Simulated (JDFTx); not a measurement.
Input of a JDFTx 1.7.0 (patched build) run:

The input TiB2.in:

```
include TiB2.lattice
coords-type Lattice
include TiB2.ionpos

ion-species pseudo/Ti.upf
ion-species pseudo/B.upf
elec-cutoff 42 336
elec-ex-corr gga-PBE
kpoint-folding 10 10 8
elec-smearing Gauss 0.00020212127
elec-n-bands 15
electronic-SCF nIterations 100 energyDiffThreshold 1e-09
electronic-minimize nIterations 30 energyDiffThreshold 1e-7
converge-empty-states yes
forces-output-coords Cartesian

dump-name run.$VAR
dump End Ecomponents EigStats BandEigs Kpoints Forces Stress
```

Contents of TiB2.lattice:

```
lattice \
    5.7243583767    -2.8621791884     0.0000000000 \
    0.0000000000     4.9574397745     0.0000000000 \
    0.0000000000     0.0000000000     6.1007918207
```

File TiB2.ionpos:

```
ion Ti     0.0000000000     0.0000000000     0.0000000000 1
ion B      0.6666666667     0.3333333333     0.5000000000 1
ion B      0.3333333333     0.6666666667     0.5000000000 1
```

Potentials or basis: PseudoDojo-SR-PBE-0.5-standard with smoothed tails.

The run is started by

```bash
$ jdftx -c 1 -i TiB2.in -o TiB2.out
```

Estimate the Loewdin charges.

Ti +0.87; B -0.42 e.

What does it give for the band gap on the k mesh?

None (metal or under the smearing width).

What does it give for the pressure?

0.2 GPa.

Stress tensor (GPa, compression positive):
```
0.11 0.00 0.00
0.00 0.11 0.00
0.00 0.00 0.33
```

Caveat: the empty levels aren't tightly converged.
